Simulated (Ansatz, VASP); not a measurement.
# One calculation of MgS, two programs

```
CELL_PARAMETERS angstrom
0.00000 2.83312 2.83312
2.83312 0.00000 2.83312
2.83312 2.83312 0.00000
ATOMIC_POSITIONS crystal
S 0.25000 0.25000 0.25000
Mg 0.00000 0.00000 0.00000
```

The cell comes from a database or a generator and needn't be the stable form of this composition.

Alike in both runs: functional HSE06; k mesh 4 × 4 × 4; occupations fermi-dirac, width 0.05 eV; no spin polarisation.

|  | VASP | Ansatz |
| --- | --- | --- |
| version | VASP 6.6.1 | Ansatz 0.2.0 |
| potentials or method | VASP PAW PBE potentials, release 64 (S, Mg) | Ansatz PAW |
| plane-wave cutoff (eV) | 520 | 420 |
| valence electrons in the cell | 8 | 16 |
| task | single point | band structure |

Ansatz gave:

| Property | Result |
| --- | --- |
| gap on the k mesh at the Fermi level (eV) | 4.52 |
| least direct gap on the mesh (eV) | 4.52 |
| pressure (GPa) | 0.0 |

Problem. Which values does VASP return?

Solution. gap on the k mesh at the Fermi level (eV): 4.50; least direct gap on the mesh (eV): 4.50; pressure (GPa): -0.2.

The two sets of potentials don't hold the same shells in valence.

Caveats: the k mesh is coarse (spacing up to 0.48 Å⁻¹), so the values aren't converged, least of all with exact exchange; the PAW data sets were made with another functional, which shifts forces and pressure a little (VASP); the PAW data sets come from PBE, with cores solved anew for the run's functional, which leaves a small shift of forces and pressure (Ansatz); the thresholds are loose for stress (Ansatz). A k mesh can miss the band edges.
